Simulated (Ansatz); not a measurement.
Reaction (ligand exchange at a B–O bond): `CC(=O)OB(F)F` + HCl → `FB(F)Cl` + `CC(=O)O`

Calculated with Ansatz (gas phase, PBE0-D4/def2-TZVP geometries, no zero-point term in ΔE). CCSD(T)/CBS adds triple-zeta CCSD(T) − MP2 to the extrapolated MP2 energy (def2 sets, frozen cores). This one scheme is used for every species. One conformer a species, not always the lowest.

```csv
species,CCSD(T)/CBS(def2) energy (Eh)
`CC(=O)OB(F)F`,-452.81860
HCl,-460.38127
`FB(F)Cl`,-684.31926
`CC(=O)O`,-228.87529
```

Work out ΔE.

ΔE = (-684.31926) + (-228.87529) − (-452.81860) − (-460.38127) = 0.00532 Eh = +14.0 kJ/mol.

What do rigid-rotor, harmonic-oscillator terms from PBE0-D4/def2-TZVP frequencies (298.15 K, 1 bar) make of the CCSD(T)/CBS value? (An estimate is asked.)

The calculation gave: ΔZPE = +10.8 kJ/mol, ΔH = +21.3 kJ/mol, ΔS = 15 J/(mol·K), ΔG = +16.8 kJ/mol. Modes under 50 cm⁻¹ make the entropy rough.

Largest T1 diagnostic among the species: 0.015.

In def2-TZVPP, CCSD(T) changes the Hartree–Fock value by −7.3 kJ/mol (the triples alone add −2.0 kJ/mol) and MP2 by −12.2 kJ/mol. From BLYP to BHLYP (50 % exact exchange), in def2-TZVPP and without D4, ΔE moves by +9.6 kJ/mol.
